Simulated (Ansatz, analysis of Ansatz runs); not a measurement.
# Migration in La2NCl3 (Ibam): V_Cl hop (3.0 Å), charge 0, part 2 of 4

How high is the barrier when Cl changes place in La2NCl3 (Ibam)? The case: V_Cl hop (3.0 Å), charge 0, in a cell of 48 host atoms with 1 Cl taken out.

Ansatz 0.2.0; plane-wave PAW DFT, PBEsol; nudged elastic band between two relaxed defect structures.

So far: Starting point; Relaxation of the start point, charge 0.

## Step 3: Relaxation of the end point, charge 0

Level of this step: plane-wave PAW DFT, PBEsol; relaxation of all atoms of a defect supercell (Ansatz).

The end point is relaxed in the same cell and settings, so that the two energies compare.

Input file q0_M1.end/input.yaml:

```yaml
crystal:
  lattice:
    - [0.0, 13.70049667, 6.06962975]
    - [6.82924235, 0.0, 6.06962975]
    - [6.82924235, 13.70049667, 0.0]
  atoms:
    - { symbol: La, position: [0.13653491, 0.86346509, 0.45808628] }
    - { symbol: La, position: [0.38653491, 0.11346509, 0.70808628] }
    - { symbol: La, position: [0.63653491, 0.36346509, 0.95808628] }
    - { symbol: La, position: [0.88653491, 0.61346509, 0.20808628] }
    - { symbol: La, position: [0.11346509, 0.38653491, 0.79191372] }
    - { symbol: La, position: [0.36346509, 0.63653491, 0.04191372] }
    - { symbol: La, position: [0.61346509, 0.88653491, 0.29191372] }
    - { symbol: La, position: [0.86346509, 0.13653491, 0.54191372] }
    - { symbol: La, position: [0.04191372, 0.95808628, 0.86346509] }
    - { symbol: La, position: [0.29191372, 0.20808628, 0.11346509] }
    - { symbol: La, position: [0.54191372, 0.45808628, 0.36346509] }
    - { symbol: La, position: [0.79191372, 0.70808628, 0.61346509] }
    - { symbol: La, position: [0.20808628, 0.29191372, 0.38653491] }
    - { symbol: La, position: [0.45808628, 0.54191372, 0.63653491] }
    - { symbol: La, position: [0.70808628, 0.79191372, 0.88653491] }
    - { symbol: La, position: [0.95808628, 0.04191372, 0.13653491] }
    - { symbol: "N", position: [0.125, 0.125, 0.875] }
    - { symbol: "N", position: [0.375, 0.375, 0.125] }
    - { symbol: "N", position: [0.625, 0.625, 0.375] }
    - { symbol: "N", position: [0.875, 0.875, 0.625] }
    - { symbol: "N", position: [0.125, 0.125, 0.375] }
    - { symbol: "N", position: [0.375, 0.375, 0.625] }
    - { symbol: "N", position: [0.625, 0.625, 0.875] }
    - { symbol: "N", position: [0.875, 0.875, 0.125] }
    - { symbol: Cl, position: [0.125, 0.625, 0.375] }
    - { symbol: Cl, position: [0.625, 0.125, 0.875] }
    - { symbol: Cl, position: [0.875, 0.375, 0.125] }
    - { symbol: Cl, position: [0.375, 0.875, 0.625] }
    - { symbol: Cl, position: [0.375, 0.875, 0.125] }
    - { symbol: Cl, position: [0.625, 0.125, 0.375] }
    - { symbol: Cl, position: [0.875, 0.375, 0.625] }
    - { symbol: Cl, position: [0.05632994, 0.44367006, 0.2478482] }
    - { symbol: Cl, position: [0.30632994, 0.69367006, 0.4978482] }
    - { symbol: Cl, position: [0.55632994, 0.94367006, 0.7478482] }
    - { symbol: Cl, position: [0.80632994, 0.19367006, 0.9978482] }
    - { symbol: Cl, position: [0.19367006, 0.80632994, 0.0021518] }
    - { symbol: Cl, position: [0.44367006, 0.05632994, 0.2521518] }
    - { symbol: Cl, position: [0.69367006, 0.30632994, 0.5021518] }
    - { symbol: Cl, position: [0.94367006, 0.55632994, 0.7521518] }
    - { symbol: Cl, position: [0.0021518, 0.9978482, 0.69367006] }
    - { symbol: Cl, position: [0.2521518, 0.2478482, 0.94367006] }
    - { symbol: Cl, position: [0.5021518, 0.4978482, 0.19367006] }
    - { symbol: Cl, position: [0.7521518, 0.7478482, 0.44367006] }
    - { symbol: Cl, position: [0.2478482, 0.2521518, 0.55632994] }
    - { symbol: Cl, position: [0.4978482, 0.5021518, 0.80632994] }
    - { symbol: Cl, position: [0.7478482, 0.7521518, 0.05632994] }
    - { symbol: Cl, position: [0.9978482, 0.0021518, 0.30632994] }
basis:
  ecutwfc: 420
  xc_grid: 2
hamiltonian:
  xc: pbesol
kpoints:
  mp_grid: { grid: [1, 1, 1] }
magnetization:
  spin_polarized: true
  initial_magnetization: 1
  spin_locking: { lock_magnetization: hard }
scf:
  occupations: { method: fixed }
  max_iter: 60
output:
  forces: true
relax:
  f_tol: 0.015
  max_steps: 70
  random_displacement: { amplitude: 0.03, seed: 5138 }
```

The run is started by

```console
$ ansatz run input.yaml --threads 8 --pin off --max-ram 14131MiB --backend cpu --events-out ev --progress --plain --runs-dir out
```

Numbers of over 12 decimals in the logs are rounded to 6 here.

Output:

```text
[...]
Crystal: 47 atoms, lattice volume = 1135.798 Å³
Basis set: ecut = 420 eV, 22167 PW (Γ), exchange–correlation on 216×128×216 points (8 copies of the dense FFT grid, shifted against one another)
Bands: 236, of which v1, the nominal top of the filled ones, is band 189 counted from 1 (188 counted from 0)
Symmetry: 1 space group operations
k-points: 1
[...]
Starting moments: Σ|m| = 1 μB on 47 of 47 sites
[...]
SCF iter   1: F=—  HF=-126199.073484 eV  |F-HF|=—  |Δ(HF+E_count)|=         —  Δρ=8.77e-2 (↑8.73e-2 ↓8.77e-2)  dr2=1.14e3  dr2_m=2.91e-2  M=1.000 μB ∫|m|=1.051 μB  β_m=0.30  ethr=3.10e-3  ⟨swp⟩=4.0  Hψ=1734  notcnv=0  defer=46
[...]
F+E_penalty+E_count = -126110.12164685 eV   max|allowed force component| = 1.103e-2 eV/Å
  atoms:
    - { symbol: La, position: [0.136488, 0.863859, 0.458028] }
    - { symbol: La, position: [0.385445, 0.111723, 0.708278] }
[...]
- { symbol: La, position: [0.611304, 0.885882, 0.294975] }
    [... 1 atom left out ...]
    - { symbol: La, position: [0.036912, 0.960743, 0.866835] }
[...]
- { symbol: La, position: [0.460338, 0.537327, 0.635916] }
[...]
- { symbol: N, position: [0.125348, 0.125677, 0.874694] }
    [... 1 atom left out ...]
    - { symbol: N, position: [0.625255, 0.625770, 0.374694] }
[...]
- { symbol: N, position: [0.377703, 0.373344, 0.622280] }
    [... 1 atom left out ...]
    - { symbol: N, position: [0.872916, 0.878120, 0.127107] }
    [... 3 atoms left out ...]
    - { symbol: Cl, position: [0.359387, 0.859805, 0.640616] }
    [... 4 atoms left out ...]
    - { symbol: Cl, position: [0.303284, 0.689510, 0.502218] }
    [... 2 atoms left out ...]
    - { symbol: Cl, position: [0.189079, 0.803736, 0.005405] }
    [... 11 atoms left out ...]
[key lines of the parts left out:]
SCF converged after 8 iterations
Magnetization: 1.0000 μB (189.0000 up, 188.0000 down)
Free energy (F): -126110.121647 eV
Fermi energy:    9.082257 (↑ 9.082257, ↓ 6.739883) eV
```

Wall time 31 s (8 threads of Arm Neoverse V2, shared host); peak memory 2.1 GiB.

Step by step:

| step | energy less that of the first step (eV) | largest force component (eV/Å) |
| --- | --- | --- |
| 1 | 0.0000 | 0.7957 |
| 2 | -0.1531 | 0.4472 |
| 3 | -0.2471 | 0.0276 |
| 4 | -0.2489 | 0.0110 |

The atoms that moved most (Å, from the sites as typed, ahead of the random displacement, the mean shift of all atoms taken out):

| atom | dx | dy | dz | length |
| --- | --- | --- | --- | --- |
| Cl27 | 0.000 | 0.000 | 0.199 | 0.199 |
| Cl28 | 0.000 | 0.000 | -0.189 | 0.189 |
| Cl35 | 0.044 | 0.005 | -0.044 | 0.062 |
| Cl38 | -0.044 | -0.005 | -0.043 | 0.062 |
| Cl44 | -0.045 | 0.005 | 0.041 | 0.061 |
| Cl43 | 0.045 | -0.005 | 0.040 | 0.060 |
| La5 | -0.039 | -0.023 | 0.025 | 0.051 |
| La4 | 0.039 | 0.023 | 0.025 | 0.051 |

Neighbours of Cl28 at the end:

| atom | distance (Å) |
| --- | --- |
| La9 | 2.922 |
| La14 | 2.922 |
| La2 | 3.043 |
| La7 | 3.043 |
| Cl30 | 3.229 |
| N17 | 3.420 |
| N19 | 3.420 |
| Cl36 | 3.665 |
| Cl33 | 3.665 |

Numbers from this step:

```
free energy                                                                                       : -126110.1216 eV
total moment                                                                                      : 1 μB
integral of the absolute spin density                                                             : 1.067 μB
spin contamination                                                                                : 0.001602
largest move from the ideal geometry of this structure, a common shift of the far atoms taken out : 0.1998 Å
```

The relaxation gained 0.249 eV and ended with a largest force component of 0.011 eV/Å. The end lies within 1 meV of the start.

(Continued in part 3 of 4.)

[Logs are printed without paths, hosts, clocks, repeated set-up lines and the standing remarks that a program may print on its own settings, such as how far it seeks lower states.]

[Hosts, paths, dates, database ids (printed as entryN), source tags and the programs' standing remarks are cut or masked in the printed files.]
